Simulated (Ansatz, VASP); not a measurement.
# Two plane-wave programs on SiC

```
C Si
1.0
     3.09674    0.00000    0.00000
    -1.54837    2.68185    0.00000
     0.00000    0.00000   19.68907
C Si
3 3
Direct
  0.00000 0.00000 0.35553
  0.33333 0.66667 0.48395
  0.66667 0.33333 0.61430
  0.33333 0.66667 0.38763
  0.66667 0.33333 0.51362
  0.00000 0.00000 0.64064
```

Alike in both runs: functional PBE; k mesh 9 × 9 × 1; occupations gaussian, width 0.05 eV; no spin polarisation.

Ansatz relaxed the structure, and its values are those at the end. VASP's run is a single point on that final structure, the one shown.

|  | VASP | Ansatz |
| --- | --- | --- |
| version | VASP 6.6.1 | Ansatz 0.2.0 |
| potentials or method | VASP PAW PBE potentials, release 64 (C, Si) | scalar-relativistic, plane waves, PAW |
| plane-wave cutoff (eV) | 520 | 420 |
| valence electrons in the cell | 24 | 24 |

VASP gave:

```
gap on the k mesh at the Fermi level (eV) : none
rms of the force components (eV/Å)        : 1.040
```

Problem. Estimate Ansatz's values.

Solution. gap on the k mesh at the Fermi level (eV): none; rms of the force components (eV/Å): 1.043.

A gap of «none» marks a metal or a gap that the smearing closes. Ansatz warned: «vacuum_below_fermi».
